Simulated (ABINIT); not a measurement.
Runs of ABINIT 10.8.3 (patched build) on Pd. The structure is cubic, space group Fm-3m (No. 225). The conventional cell has a = 3.893 Å, b = 3.893 Å, c = 3.893 Å, α = 90.00°, β = 90.00°, γ = 90.00°. Pd (site symmetry m-3m) has 12 Pd at 2.75 Å as nearest neighbours. 

```csv
task,level,potentials or basis,k mesh,cutoff (eV),fine-grid cutoff,mesh quality,gap on the mesh (eV),pressure (GPa),V0 of scaled cells (Å³/atom),B0 (GPa)
equation of state,LDA-Teter,JTH PAW LDA v2.0,12 × 12 × 12,626,1224.51 eV,not flagged,-,-,14.12,217
equation of state,revPBE+D3(BJ),JTH PAW PBE v2.0,12 × 12 × 12,626,1224.51 eV,not flagged,-,-,(b),196
single point,r2SCAN,JTH PAW PBE v2.0,7 × 7 × 7,762,1360.57 eV,coarse,none,4.1,-,-
band structure,LDA,PseudoDojo NC SR LDA v0.4.1 standard,12 × 12 × 12,1116,-,not flagged,none,-8.8,-,-
single point,LDA,JTH PAW LDA v2.0,7 × 7 × 7,626,1224.51 eV,coarse,none,-7.9,-,-
band structure,OLYP,PseudoDojo NC SR PBE v0.4.1 standard,12 × 12 × 12,1116,-,not flagged,none,6.0,-,-
equation of state,revPBE+D3,JTH PAW PBE v2.0,12 × 12 × 12,626,1224.51 eV,not flagged,-,-,14.50,(a)
band structure,BLYP,JTH PAW PBE v2.0,12 × 12 × 12,626,1224.51 eV,not flagged,none,18.2,-,-
```

Alike in all rows: no spin polarisation; cell as given; smearing fermi-dirac 0.05 eV.

Task: Fill in the values left out.

Result: (a) 182; (b) 14.41.

Caveats: some runs use coarse meshes; pressures at fixed basis lie under the slope of the energies (some runs); the PAW data sets were made with another functional, which shifts forces and pressure a little (some runs); the potentials were made for another functional, which shifts forces and pressure (some runs); so large a pressure means that the cell lies far from this level's equilibrium, or that cutoff or potentials fall short (some runs).

A k mesh can miss the band edges, and the runs leave out spin-orbit coupling on Pd.

A gap of «none» marks a metal or a gap under the smearing width.
